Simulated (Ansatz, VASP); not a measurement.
**MgI2: VASP beside Ansatz**

Wanted: the spread between two codes on one cell, functional and k mesh. The structure shown is the start of the Ansatz relaxation below; VASP solves that cell, so the two are compared at the walk's first step.

Main program and level: Ansatz 0.2.0; plane waves, with VASP 6.6.1 beside it; single point at PBE with D3(BJ).

## 1. Starting point

The cell holds 6 atoms: 2 Mg and 4 I. Its edges and angles: a = 4.210 Å, b = 4.210 Å, c = 47.000 Å, α = 90.0°, β = 90.0°, γ = 120.0°. It derives from I2Mg1. Vacuum lies along c.

## 2. Ansatz: relaxation, PBE with D3(BJ)

Ansatz runs on its default PAW (the set named soft_2) files.

The two programs are compared at the cell with which this relaxation starts, whose forces are those of its first step.

Input file input.yaml:

```yaml
crystal:
  lattice:
    - [4.21, 0.0, 0.0]
    - [-2.105, 3.6459669499, 0.0]
    - [0.0, 0.0, 47.0]
  atoms:
    - { symbol: Mg, position: [0.0, 0.0, 0.4304255319] }
    - { symbol: I, position: [0.3333333333, 0.6666666667, 0.4659574468] }
    - { symbol: I, position: [0.6666666667, 0.3333333333, 0.3948936171] }
    - { symbol: Mg, position: [0.3333333333, 0.6666666667, 0.5695744681] }
    - { symbol: I, position: [0.0, 0.0, 0.6051063829] }
    - { symbol: I, position: [0.6666666667, 0.3333333333, 0.5340425532] }
  periodic: [true, true, false]
kpoints:
  mp_grid: { grid: [6, 6, 1] }
hamiltonian:
  xc: pbe
  dispersion: d3bj
scf:
  occupations: { method: fermi_dirac, width: 0.02 }
relax:
  f_tol: 0.01
  max_steps: 100
  cell: {}
```

The run is started by

```bash
> ansatz run input.yaml --threads 4 --pin off --max-ram 17510MiB --backend cpu --events-out ev --progress --plain --runs-dir out
```

Numbers of over 12 decimals in the logs are rounded to 6 here.

The program printed:

```text
Engine: ansatz 0.2.0, aarch64-unknown-linux-gnu
Pseudopotentials: kind: paw
Pseudopotential: Mg, paw, valence charge 10, recommended cutoff 420 eV (normal), Mg.paw.azcp
Pseudopotential: I, paw, valence charge 17, recommended cutoff 420 eV (normal), I.paw.azcp
Functional definition: PBE
  parameter kappa = 0.804
  parameter beta = 0.066725
  exchange = pbe_x(kappa = kappa, mu = beta*pi^2/3)
  correlation = pbe_c(beta = beta)
Crystal: 6 atoms, lattice volume = 721.427 Å³
Basis set: ecut = 420 eV, 13939 PW (Γ), exchange–correlation on 60×60×640 points (8 copies of the dense FFT grid, shifted against one another)
Bands: 53, of which v1, the nominal top of the filled ones, is band 44 counted from 1 (43 counted from 0)
Symmetry: 6 space group operations
Space group: P3m1 (ITA 156), of the structure as read, at distance tolerance 9.0e-5 Å
k-points: 7 of 36 (time reversal used)
Non-local potential: Mg, projectors of the file, l = 0: 3, l = 1: 2, l = 2: 1
Non-local potential: I, projectors of the file, l = 0: 2, l = 1: 2, l = 2: 2, l = 3: 2
PAW form: soft (Blöchl's): semilocal exchange-correlation on the pseudo side does not see the compensation charge
PAW one-centre angular grid: Mg, 110 points (default); XC on 64 Gauss nodes
PAW one-centre angular grid: I, 590 points (default); XC on 64 Gauss nodes
Initial density: superposition of atomic densities (neutral atoms: chi_scale 0, normalization atom), corrected by the library's trained network
Initial wavefunctions: pseudopotential atomic-orbital guess
Functional: x = pbe(κ = 0.804, μ = 0.219515), c = pbe(β = 0.066725)
SCF iter   1: F=—  HF=-33907.162968 eV  |F-HF|=—  |Δ(HF+E_count)|=         —  Δρ=4.80e-4  dr2=6.89e-3  ethr=1.77e-3  ⟨swp⟩=22.6  Hψ=2599  notcnv=0  defer=2
preconditioner: auto → Resta (q_TF=auto, 1.921 Å⁻¹)  ε∞=1.6  [insulator: Δε(μ)=3.532 eV  Ē_g=9.864 eV  σ=0.020 eV  W_gap=1.00  n_scr=106 (ndim 8)  ℏωp=7.8 eV  f_vac=0.710  D(μ)=0.00/eV (n_scr^D=0)  ε∞_Penn≈1.6  vacuum switching on, ρ_ref=7.1e-3 e/Å³]
SCF iter   2: F=—  HF=-33907.159192 eV  |F-HF|=—  |Δ(HF+E_count)|=   3.78e-3  Δρ=3.06e-4  dr2=2.05e-3  ethr=7.83e-6  ⟨swp⟩=4.7  Hψ=978  notcnv=0  defer=25
SCF iter   3: F=—  HF=-33907.159099 eV  |F-HF|=—  |Δ(HF+E_count)|=   9.38e-5  Δρ=1.52e-4  dr2=2.76e-4  ethr=2.33e-6  ⟨swp⟩=2.7  Hψ=493  notcnv=0  defer=25
SCF iter   4: F=—  HF=-33907.159314 eV  |F-HF|=—  |Δ(HF+E_count)|=   2.15e-4  Δρ=5.66e-5  dr2=3.26e-5  ethr=3.14e-7  ⟨swp⟩=3.3  Hψ=578  notcnv=0  defer=25
SCF iter   5: F=—  HF=-33907.159177 eV  |F-HF|=—  |Δ(HF+E_count)|=   1.36e-4  Δρ=1.78e-5  dr2=2.56e-6  ethr=3.70e-8  ⟨swp⟩=2.9  Hψ=544  notcnv=0  defer=25
SCF iter   6: F=—  HF=-33907.159182 eV  |F-HF|=—  |Δ(HF+E_count)|=   4.14e-6  Δρ=6.06e-6  dr2=9.23e-7  ethr=2.91e-9  ⟨swp⟩=2.9  Hψ=631  notcnv=0  defer=25
SCF iter   7: F=—  HF=-33907.159182 eV  |F-HF|=—  |Δ(HF+E_count)|=   2.38e-8  Δρ=2.68e-6  dr2=1.05e-7  ethr=1.05e-9  ⟨swp⟩=3.3  Hψ=546  notcnv=0  defer=25
SCF iter   8: F=-33907.159182 eV  HF=-33907.159182 eV  |F-HF|=1.14e-7  |Δ(HF+E_count)|=   1.05e-7  Δρ=1.03e-6  dr2=6.41e-9  ethr=1.14e-10  ⟨swp⟩=6.4  Hψ=1285  notcnv=0
SCF 1 converged in 8 iterations: F = -33907.159182 eV  dr2 = 6.41e-9
  greatest PAW one-centre occupation: 1.000 electrons in one spin orbital (limit 2), on the Mg atom at site 3 (counted from 0), in its partial waves of l = 0
relax step   1: F+E_penalty+E_count = -33907.15918183 eV  Δ(F+E_penalty+E_count) = +0.000e0 eV  max|allowed force component| = 2.251e-1 eV/Å  Δτ_max = 0.0000 Å  P = -1.632 N/m  Ω = 721.427 Å³  fix = [c, alpha, beta]  reactions: c -0.000 N/m  (8 SCF iters, dr2 threshold 1.00e-7 eV, accepted)
[...]
relax step   3: F+E_penalty+E_count = -33907.19916007 eV  Δ(F+E_penalty+E_count) = -1.195e-2 eV  max|allowed force component| = 7.457e-2 eV/Å  Δτ_max = 0.0304 Å  P = -0.582 N/m  Ω = 706.940 Å³  energy of the carried Pulay correction = +3.494e-4 eV  fix = [c, alpha, beta]  reactions: c -0.000 N/m  (5 SCF iters, dr2 threshold 6.00e-7 eV, accepted)
[...]
relax step   4: F+E_penalty+E_count = -33907.20681064 eV  Δ(F+E_penalty+E_count) = -7.651e-3 eV  max|allowed force component| = 1.661e-2 eV/Å  Δτ_max = 0.0259 Å  P = -0.121 N/m  Ω = 695.588 Å³  energy of the carried Pulay correction = +6.282e-4 eV  fix = [c, alpha, beta]  reactions: c -0.000 N/m  (6 SCF iters, dr2 threshold 3.48e-7 eV, accepted)
[...]
relax step   5: F+E_penalty+E_count = -33907.20711952 eV  Δ(F+E_penalty+E_count) = -3.089e-4 eV  max|allowed force component| = 6.391e-3 eV/Å  Δτ_max = 0.0107 Å  P = +0.023 N/m  Ω = 693.854 Å³  energy of the carried Pulay correction = +6.712e-4 eV  fix = [c, alpha, beta]  reactions: c +0.000 N/m  (6 SCF iters, dr2 threshold 1.73e-8 eV, accepted)
[...]
relax step   6: F+E_penalty+E_count = -33907.20642186 eV  Δ(F+E_penalty+E_count) = +6.977e-4 eV  max|allowed force component| = 6.385e-3 eV/Å  Δτ_max = 0.0000 Å  P = +0.024 N/m  Ω = 693.854 Å³  fix = [c, alpha, beta]  reactions: c +0.000 N/m  stress off target by 2.43e-2 N/m on what of the cell is left free  SCF on the basis re-selected at this cell (its energy is not comparable with the rows above)  (6 SCF iters)
basis re-selected at this cell: Δ(F+E_penalty+E_count) = +6.977e-4 eV, ΔP = +0.001 N/m vs the last step (what re-selecting the basis moved, of the pressure what is left beyond the Pulay correction that the steps carried, after the strain that the cell walked since its last selection, with what the two solves' SCF thresholds leave and, on support functions, any second-order correction that the steps lacked; it is no m [...]
SCF converged after 6 iterations
Free energy (F): -33907.206422 eV
Harris-Foulkes:  -33907.206422 eV  (|F-HF|=5.82e-11)
Internal energy: -33907.206422 eV  (E = F + TS)
E sigma→0 (E₀):  -33907.206422 eV
Fermi energy:    -4.557179 eV
--- Per-component energies (eV) ---
  E_band       = -3232.826618
  E_kinetic    = 908.168501
  E_local      = -363535.712761  (includes V_loc(G=0)·N_el)
  E_nonlocal   = -171.205539
  E_hartree    = 180941.571326
  E_xc         = -570.587605
  E_vxc        = -589.711920  (∫ρ·V_xc dr)
  E_paw        = -19852.594351  (= ΣΔE_a)
  E_vpaw       = -1727.507871  (= ΣTr[D̂ρ^β])
  E_aug_tail   = -0.000062  (compensation charges beyond the density's cutoff)
  E_ewald      = 168374.794859
  E_disp       = -1.640790  (pairwise vdW)
  E_smearing   = -0.000000  (= −TS)
  E_closure    = 0.000000  (closes the sum)
  Σ components = -33907.206422   (vs F -33907.206422, Δ=0.00e0)
--- Forces (eV/Å), atoms counted from 1 ---
  atom   1  Mg     0.00000000     0.00000000     0.00033995
  atom   2  I      0.00000000     0.00000000     0.00316073
  atom   3  I      0.00000000    -0.00000000    -0.00638523
  atom   4  Mg     0.00000000    -0.00000000    -0.00008436
  atom   5  I      0.00000000    -0.00000000     0.00630388
  atom   6  I      0.00000000     0.00000000    -0.00333477
  max |Σ_I F_I| component: 2.06e-7 eV/Å
--- 2D stress c σ (N/m, compression-positive) ---
        0.024345       0.000000       0.000000
       -0.000000       0.024345      -0.000000
        0.000000      -0.000000       0.000000
  P = ½ c Tr σ = 0.0243 N/m
--- Relaxed structure (5 steps of the walk, 5 accepted, 1 SCFs on fresh bases) ---
  F+E_penalty+E_count = -33907.20642186 eV   max|allowed force component| = 6.385e-3 eV/Å   (the final SCF, on the basis selected at the relaxed cell)
  cell:  # Å, volume = 693.8537 Å³
    - [4.128761, 0.0, 0]
    - [-2.064380, 3.575612, 0]
    - [0, 0, 47.0]
  atoms:
    - { symbol: Mg, position: [-4.642304550589937e-18, 0, 0.427182] }
    - { symbol: I, position: [0.333333, 0.666667, 0.462853] }
    - { symbol: I, position: [0.666667, 0.333333, 0.391435] }
    - { symbol: Mg, position: [0.333333, 0.666667, 0.572822] }
    - { symbol: I, position: [4.949474812436177e-18, 0, 0.608565] }
    - { symbol: I, position: [0.666667, 0.333333, 0.537144] }
```

Reading the cycles: dr2 is the Hartree energy of the density residual (eV), the measure of convergence; HF is the Harris–Foulkes estimate of the energy, which meets the free energy F at convergence.

## 3. VASP: single point, PBE with D3(BJ), start cell, pair 1

The same cell, functional, mesh and smearing now go to VASP, with its own data sets.

Lines of VASP's logs that name or quote its potential files are left out, and so is its time.

Input file INCAR:

```
SYSTEM = MgI2
PREC = Accurate
ENCUT = 520
EDIFF = 1E-06
NELM = 120
ISMEAR = -1
SIGMA = 0.02
LREAL = .FALSE.
ALGO = Normal
GGA = PE
IVDW = 12
NBANDS = 22
LORBIT = 11
LWAVE = .FALSE.
LCHARG = .FALSE.
ISIF = 2
LDIPOL = .TRUE.
IDIPOL = 3
DIPOL = 0.5 0.5 0.5
LVHAR = .TRUE.
LASPH = .TRUE.
GGA_COMPAT = .FALSE.
EFERMI = MIDGAP
NELMDL = -8
KPAR = 2
```

Input file POSCAR:

```
MgI2
1.0
    4.2100000000      0.0000000000      0.0000000000
   -2.1050000000      3.6459670000      0.0000000000
    0.0000000000      0.0000000000     47.0000000000
Mg I
2 4
Direct
    0.0000000000      0.0000000000      0.4304255319
    0.3333333790      0.6666667581      0.5695744681
    0.3333333790      0.6666667581      0.4659574468
    0.6666666210      0.3333332419      0.3948936170
    0.0000000000      0.0000000000      0.6051063830
    0.6666666210      0.3333332419      0.5340425532
```

Input file KPOINTS:

```
Automatic mesh
0
Gamma
6 6 1
0 0 0
```

PAW data sets: Mg and I (PBE family, release 64).

The run is started by

```bash
> mpirun -np 2 vasp_std
```

The program printed:

```text
[banner, memory and clock lines left out]
running    2 mpi-ranks, on    1 nodes
 distrk:  each k-point on    1 cores,    2 groups
 distr:  one band on    1 cores,    1 groups

 POSCAR found type information on POSCAR MgI
 POSCAR found :  2 types and       6 ions
 LDA part: xc-table for (Slater+PW92), standard interpolation
 POSCAR, INCAR and KPOINTS ok, starting setup
 FFT: planning ... GRIDC
 FFT: planning ... GRID_SOFT
 FFT: planning ... GRID
 WAVECAR not read
 entering main loop
       N       E                     dE             d eps       ncg     rms          rms(c)
DAV:   1     0.249301353211E+03    0.24930E+03   -0.85434E+03   308   0.961E+02
DAV:   2     0.279665173262E+02   -0.22133E+03   -0.20959E+03   494   0.152E+02
DAV:   3    -0.137027102850E+02   -0.41669E+02   -0.41438E+02   388   0.760E+01
DAV:   4    -0.156761464293E+02   -0.19734E+01   -0.19716E+01   412   0.219E+01
DAV:   5    -0.157165314733E+02   -0.40385E-01   -0.40383E-01   424   0.377E+00
DAV:   6    -0.157173953586E+02   -0.86389E-03   -0.86384E-03   412   0.481E-01
DAV:   7    -0.157174288963E+02   -0.33538E-04   -0.33537E-04   432   0.952E-02
DAV:   8    -0.157174303462E+02   -0.14498E-05   -0.14493E-05   316   0.172E-02    0.548E+00
DAV:   9    -0.154364073566E+02    0.28102E+00   -0.36988E-01   326   0.241E+00    0.385E+00
DAV:  10    -0.153969128859E+02    0.39494E-01   -0.49772E-01   350   0.295E+00    0.819E-01
DAV:  11    -0.153784033814E+02    0.18510E-01   -0.79428E-02   332   0.121E+00    0.474E-01
DAV:  12    -0.153789954000E+02   -0.59202E-03   -0.58746E-03   374   0.393E-01    0.334E-01
DAV:  13    -0.153787697907E+02    0.22561E-03   -0.65222E-04   344   0.136E-01    0.915E-02
DAV:  14    -0.153787779749E+02   -0.81842E-05   -0.50244E-05   374   0.331E-02    0.270E-02
DAV:  15    -0.153788060041E+02   -0.28029E-04   -0.25657E-05   362   0.295E-02    0.298E-02
DAV:  16    -0.153788117904E+02   -0.57863E-05   -0.17433E-06   268   0.691E-03    0.194E-02
DAV:  17    -0.153788170874E+02   -0.52971E-05   -0.53796E-07   250   0.365E-03    0.778E-03
DAV:  18    -0.153788272960E+02   -0.10209E-04   -0.44119E-07   244   0.323E-03    0.265E-03
DAV:  19    -0.153788373715E+02   -0.10075E-04   -0.44745E-07   252   0.279E-03    0.509E-03
DAV:  20    -0.153788443367E+02   -0.69653E-05   -0.23570E-07   250   0.188E-03    0.581E-04
DAV:  21    -0.153788516478E+02   -0.73111E-05   -0.32358E-07   240   0.183E-03    0.252E-03
DAV:  22    -0.153788528146E+02   -0.11668E-05   -0.41524E-08   256   0.865E-04    0.779E-04
DAV:  23    -0.153788529904E+02   -0.17580E-06   -0.26925E-09   214   0.386E-04
   1 F= -.16994352E+02 E0= -.16994352E+02  d E =0.000000E+00
```

Parts of OUTCAR (step 3):

```text
ion  position               nearest neighbor table
   1  0.000  0.000  0.430-   3 2.95   4 2.95   4 2.95   3 2.95   4 2.95   3 2.95
   2  0.333  0.667  0.570-   6 2.95   5 2.95   5 2.95   6 2.95   6 2.95   5 2.95
   3  0.333  0.667  0.466-   1 2.95   1 2.95   1 2.95
   4  0.667  0.333  0.395-   1 2.95   1 2.95   1 2.95
   5  0.000  0.000  0.605-   2 2.95   2 2.95   2 2.95
   6  0.667  0.333  0.534-   2 2.95   2 2.95   2 2.95

  LATTYP: Found a hexagonal cell.
 ALAT       =     4.2100000000
 C/A-ratio  =    11.1638954869

 Subroutine GETGRP returns: Found  6 space group operations
 (whereof  6 operations were pure point group operations)

The static configuration has the point symmetry C_3v.

 Found      7 irreducible k-points:

   k-points           NKPTS =      7   k-points in BZ     NKDIM =      7   number of bands    NBANDS=     22

   dimension x,y,z NGX =    32 NGY =   32 NGZ =  350
   dimension x,y,z NGXF=    64 NGYF=   64 NGZF=  700

   ENCUT  =  520.0 eV  38.22 Ry    6.18 a.u.   7.83  7.83 87.39*2*pi/ulx,y,z

   NELECT =      32.0000    total number of electrons

 k-points in reciprocal lattice and weights: Automatic mesh
   0.00000000  0.00000000  0.00000000       0.028
   0.16666667 -0.00000000  0.00000000       0.167
   0.33333333  0.00000000  0.00000000       0.167
   0.50000000 -0.00000000  0.00000000       0.083
   0.16666667  0.16666667  0.00000000       0.167
   0.33333333  0.16666667  0.00000000       0.333
   0.33333333  0.33333333  0.00000000       0.056

 dipolmoment           0.000000      0.000000     -0.000691 electrons x Angstroem

 average (electrostatic) potential at core
       1 -45.0755       2 -45.0859       3 -98.5125       4 -98.4868       5 -98.4943
       6 -98.5234

 E-fermi :  -2.2311

 k-point     1 :       0.0000    0.0000    0.0000
  band No.  band energies     occupation
    ...
     12      -4.0816      2.00000
     13      -4.0816      2.00000
     14      -4.0649      2.00000
     15      -3.9932      2.00000
     16      -3.9932      2.00000
     17      -0.1812      0.00000
     18       0.3498      0.00000
     19       0.8017      0.00000
     20       0.9106      0.00000
     21       2.0599      0.00000
    ...

 k-point     2 :       0.1667   -0.0000    0.0000
  band No.  band energies     occupation
    ...
     12      -4.5381      2.00000
     13      -4.5132      2.00000
     14      -4.1768      2.00000
     15      -4.0410      2.00000
     16      -4.0093      2.00000
     17       0.5396      0.00000
     18       0.6524      0.00000
     19       1.4640      0.00000
     20       1.5543      0.00000
     21       2.0892      0.00000
    ...

 k-point     3 :       0.3333    0.0000    0.0000
  band No.  band energies     occupation
    ...
     12      -4.9297      2.00000
     13      -4.5973      2.00000
     14      -4.4205      2.00000
     15      -4.2680      2.00000
     16      -4.2337      2.00000
     17      -0.0676      0.00000
     18       0.0917      0.00000
     19       1.4114      0.00000
     20       1.5929      0.00000
     21       2.0582      0.00000
    ...

 Edisp (eV)   -1.61550

  Total      -1.64525    -1.64525    -0.23225    -0.00000    -0.00000     0.00000
  in kB      -3.65384    -3.65384    -0.51579    -0.00000    -0.00000     0.00000
  external pressure =       -2.61 kB  Pullay stress =        0.00 kB

  energy-cutoff  :      520.00
  volume of cell :      721.43
      direct lattice vectors                 reciprocal lattice vectors
     4.210000000  0.000000000  0.000000000     0.237529691  0.137137829  0.000000000
    -2.105000000  3.645967000  0.000000000     0.000000000  0.274275659  0.000000000
     0.000000000  0.000000000 47.000000000     0.000000000  0.000000000  0.021276596

 POSITION                                       TOTAL-FORCE (eV/Angst)
 -----------------------------------------------------------------------------------
      0.00000      0.00000     20.23000         0.000000      0.000000      0.007050
     -0.00000      2.43065     26.77000         0.000000     -0.000000     -0.000349
     -0.00000      2.43065     21.90000        -0.000000      0.000000     -0.234416
      2.10500      1.21532     18.56000         0.000000      0.000000      0.095352
      0.00000      0.00000     28.44000         0.000000      0.000000     -0.096444
      2.10500      1.21532     25.10000         0.000000      0.000000      0.228808
 -----------------------------------------------------------------------------------
    total drift:                               -0.000000      0.000190     -0.000043

  FREE ENERGIE OF THE ION-ELECTRON SYSTEM (eV)
  ---------------------------------------------------
  free  energy   TOTEN  =       -16.9943524392 eV

  energy  without entropy=      -16.9943524392  energy(sigma->0) =      -16.99435244

 vacuum level on the upper side and lower side of the slab         2.454         2.463

 total charge
# of ion       s       p       d       tot
------------------------------------------
    1        0.137   0.107   0.026   0.270
    2        0.137   0.107   0.026   0.270
    3        1.507   2.818   0.013   4.338
    4        1.505   2.819   0.011   4.334
    5        1.505   2.819   0.011   4.335
    6        1.507   2.818   0.013   4.338
--------------------------------------------------
tot          6.298  11.486   0.100  17.884

[... 3 further parts left out ...]
```

## 4. Side by side

Known differences besides the potentials themselves: Ansatz cuts the interaction across the vacuum, VASP repeats the sheet with a dipole correction; the data sets hold 88 valence electrons in Ansatz (on its default PAW (the set named soft_2) files) and 32 in VASP; the cutoff is 420 eV in Ansatz and 520 eV in VASP. Total energies have different zeros and are not compared.

Forces (eV/Å; atoms numbered as in POSCAR):

```csv
atom,"Ansatz x, y, z","VASP x, y, z"
Mg1,"0.000, 0.000, 0.007","0.000, 0.000, 0.007"
Mg2,"0.000, 0.000, 0.000","0.000, 0.000, 0.000"
I3,"0.000, 0.000, -0.225","0.000, 0.000, -0.234"
I4,"0.000, 0.000, 0.085","0.000, 0.000, 0.095"
I5,"0.000, 0.000, -0.087","0.000, 0.000, -0.096"
I6,"0.000, 0.000, 0.220","0.000, 0.000, 0.229"
```

The forces differ by 4.5 meV/Å r.m.s., which is 5.4 % of the r.m.s. force of 0.084 eV/Å (both taken over all components). With vacuum in the cell, a pressure given here is an average over mostly empty space and none of the material.

(Part 1 of 2 ends here.)

[Lines on the potential files, build, host, timing and source positions are cut from VASP's logs without a mark.]

[Logs are printed without paths, hosts, clocks, repeated set-up lines and the standing remarks that a program may print on its own settings, such as how far it seeks lower states.]

[Hosts, paths, dates, database ids (printed as entryN), source tags and the programs' standing remarks are cut or masked in the printed files.]
